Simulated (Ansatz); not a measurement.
SiNi:

```
CELL_PARAMETERS angstrom
2.94277 0.00000 0.00000
0.00000 3.28033 0.00000
0.00000 0.00000 4.67745
ATOMIC_POSITIONS crystal
Ni 0.50000 0.50000 0.34250
Ni 0.00000 0.00000 0.65750
Si 0.50000 0.50000 0.84314
Si 0.00000 0.00000 0.15686
```

The cell is a database's computed one.

```yaml
Program: Ansatz 0.2.0
Task: relaxation of cell and atoms
Functional: PBE
Potentials_or_basis: Ansatz PAW
Cutoff: "420 eV (not typed: the program's choice for these potentials)"
k_mesh: 9 × 8 × 6
Occupations: fermi-dirac, width 0.05 eV
Spin: collinear spin, ferromagnetic start
Starting_moments: "[1.0, 1.0, 0.0, 0.0] μB"
Hubbard_terms: Ni d U = 8 eV
```

At the start: volume 11.29 Å³/atom.

**Question.** How do energy, volume and symmetry change on relaxing?

**Answer.** It ends after 6 steps and the volume is 11.64 Å³/atom (+3.1 %); space group Pmmn (No. 59, to 0.05 Å); moment 0.00 μB per cell.

Step by step:
| step | energy change (eV) | largest force (eV/Å) | volume (Å³) |
| --- | --- | --- | --- |
| 1 | 0.0000 | 0.1028 | 45.15 |
| 2 | -0.0201 | 0.0740 | 45.91 |
| 3 | -0.0255 | 0.0181 | 46.53 |
| 4 | -0.0255 | 0.0064 | 46.57 |
| 5 | -0.0261 | 0.0062 | 46.57 |
| 6 | -0.0261 | 0.0062 | 46.57 |

Final structure:
```
Ni Si
1.0
     2.96262    0.00000    0.00000
     0.00000    3.33052    0.00000
     0.00000    0.00000    4.71973
Ni Si
2 2
Direct
  0.50000 0.50000 0.34229
  0.00000 0.00000 0.65771
  0.50000 0.50000 0.84121
  0.00000 0.00000 0.15879
```

Caveat: the magnetic or orbital state may not be the lowest; the plane-wave basis is chosen anew once the cell has moved, so the energies of steps on either side of that aren't comparable; the U is typed as a test and isn't derived for this compound; the starting moments weren't kept.
